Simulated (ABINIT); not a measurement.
A run of ABINIT 10.8.3 (patched build) is set up as follows.

File run.abi:

```
# Pseudopotentials
pp_dirpath "./"
pseudos "Al.upf, N.upf"

# Structure
acell 3*1.0 Angstrom
rprim
     3.1130000000     0.0000000000     0.0000000000
    -1.5565000000     2.6959370820     0.0000000000
     0.0000000000     0.0000000000     4.9810000000
ntypat 2
znucl 13 7
natom 4
typat 1 1 2 2
xred
     0.6666666667     0.3333333333     0.5000000000
     0.3333333333     0.6666666667     0.0000000000
     0.6666666667     0.3333333333     0.8800000000
     0.3333333333     0.6666666667     0.3800000000

# Plane-wave basis
ecut 35.0

# k points
kptopt 1
ngkpt 6 6 4
nshiftk 1
shiftk 0.0 0.0 0.0

# Exchange and correlation
ixc -428

# Bands and occupations
nband 10
occopt 1

# SCF cycle
nstep 60
diemac 6.0
toldfe 1.0e-7

# Output
iomode 3
prtwf 0
prteig 0
prtebands 0
enunit 1
prtvol 2
prtden 1
prtvha 1
prtvclmb 1
prtpot 1
prtelf 1
```

Potentials or basis: PseudoDojo NC SR PBE v0.4.1 standard.

Run with:

```console
$ mpirun --bind-to none -np 8 abinit run.abi > log 2>&1
```

Problem. What does it give for the band gap on the k mesh?

Solution. 5.58 eV, direct.

Problem. Predict the pressure.

Solution. -1.4 GPa.

Stress tensor (GPa, compression positive):
```
-1.92  0.00  0.00
 0.00 -1.92  0.00
 0.00  0.00 -0.24
```

Caveat: Libxc's HSE differs a little from that of other programs; the potentials were made for another functional, which shifts forces and pressure.

**Experimental background.**

From “Self-assembly of well-separated AlN nanowires directly on sputtered metallic TiN films”, 2019, arxiv:1910.07391, for a bulk crystal of AlN at 10 K: band gap 6.034 eV (an exciton energy, a little under the gap).

Measured gap of AlN: 6.034 eV (an exciton energy, a little under the gap; 10 K; quoted in “Self-assembly of well-separated AlN nanowires directly on sputtered metallic TiN films”, 2019, arxiv:1910.07391). This calculation gives 5.58 eV (-0.45 eV). 2 values of this kind are on record (6.034 to 6.0343 eV); this one was drawn at random. The value is that of HSE06, without temperature or zero-point motion.
